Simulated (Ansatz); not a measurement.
**P: start and end of a relaxation**

The cell of P is invented: 4-connected net of one element (Cmcm, No. 63). The dimensions are guesses.

start.cif

```cif
data_structure
_symmetry_space_group_name_H-M 'P 1'
_symmetry_Int_Tables_number 1
_cell_length_a 4.7945
_cell_length_b 4.7945
_cell_length_c 6.1134
_cell_angle_alpha 90.000
_cell_angle_beta 90.000
_cell_angle_gamma 94.494
_cell_volume 140.10
loop_
_atom_site_label
_atom_site_type_symbol
_atom_site_fract_x
_atom_site_fract_y
_atom_site_fract_z
_atom_site_occupancy
P1 P 0.70093 0.96993 0.42509 1
P2 P 0.96993 0.70093 0.92509 1
P3 P 0.29907 0.03007 0.92509 1
P4 P 0.70093 0.96993 0.07491 1
P5 P 0.29907 0.03007 0.57491 1
P6 P 0.03007 0.29907 0.42509 1
P7 P 0.96993 0.70093 0.57491 1
P8 P 0.03007 0.29907 0.07491 1
```

Computed with DFT PBE, scalar-relativistic, plane waves, PAW in Ansatz 0.2.0. Cutoff 420 eV, Gaussian smearing, Γ-centred meshes. Cell and atoms relax first on a coarse mesh and then on a finer one. In between, the cell is made exact in the group found at 0.06 Å. In metals the finer mesh still leaves noise of several meV/atom or more. The steps can't lower the symmetry of their start. No spin polarisation.

end.cif

```cif
data_structure
_symmetry_space_group_name_H-M 'P 1'
_symmetry_Int_Tables_number 1
_cell_length_a 2.4445
_cell_length_b 2.4445
_cell_length_c 2.4445
_cell_angle_alpha 90.000
_cell_angle_beta 90.000
_cell_angle_gamma 90.000
_cell_volume 14.61
loop_
_atom_site_label
_atom_site_type_symbol
_atom_site_fract_x
_atom_site_fract_y
_atom_site_fract_z
_atom_site_occupancy
P1 P 0.00000 0.00000 0.00000 1
```

The symmetry goes from Cmcm (No. 63) to Pm-3m (No. 221), and the primitive cell from 8 to 1 atom. The end has the simple cubic type. The volume per atom shrinks by 16.6 %, from 17.5 to 14.6 Å³. The shortest distance goes from 2.10 Å (P–P) to 2.44 Å (P–P). The energy falls by about 0.78 eV/atom (the start's value is from the coarse mesh). The end is written in a standard setting, so origin, axes and order of atoms can differ from the start's.

```
Volume per atom                             : 14.61 Å³
Density                                     : 3.52 g/cm³
Energy over the standard state              : +0.09 eV/atom
Gap on the 22×22×22 mesh of the 1-atom cell : 0 eV (a metal)
```

Energies count from the standard state of P at the same level. The references include black phosphorus. It lies above the standard state, so it could only be metastable.

The last run used Gaussian smearing of 0.10 eV. The reference form of P is held partly by dispersion forces, which this level lacks. A structure relaxed within its symmetry needn't be a true minimum. In all, the 3 runs took 4.7 min on 1 thread of Arm Neoverse N1, on a shared host.
